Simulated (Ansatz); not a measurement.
**SnO$_{2}$ under pressure**

Computed with DFT r2SCAN, scalar-relativistic, plane waves, PAW in Ansatz 0.2.0. (500 eV cutoff, 6×6×8 k-mesh, Gaussian smearing of 0.02 eV, no spin polarisation)

Starting point, cell and atoms relaxed:

```xyz
6
Lattice="4.7598 0.0000 0.0000 0.0000 4.7601 0.0000 0.0000 0.0000 3.2007" Properties=species:S:1:pos:R:3 pbc="T T T"
Sn    2.3799    2.3800    1.6004
Sn    0.0000    0.0000    0.0000
O     1.4558    1.4564    0.0000
O     3.8358    0.9237    1.6004
O     0.9241    3.8364    1.6004
O     3.3040    3.3037    0.0000
```

Cell and atoms are relaxed at each pressure within the symmetry of the start, at zero temperature, so transitions that lower the symmetry aren't seen. The k-mesh given is that at zero pressure and may differ at others. a, b and c are the lengths of the cell vectors above. Gaps are generalised Kohn–Sham gaps over the whole zone.

Pressures computed: -2, 2, 5, 10, 20, 40 GPa.

**Question.** At which pressure does the cell have a = 4.715, b = 4.715 and c = 3.187 Å?

**Answer.** About 5 GPa, where V/V0 = 0.977 and the gap is 2.03 eV.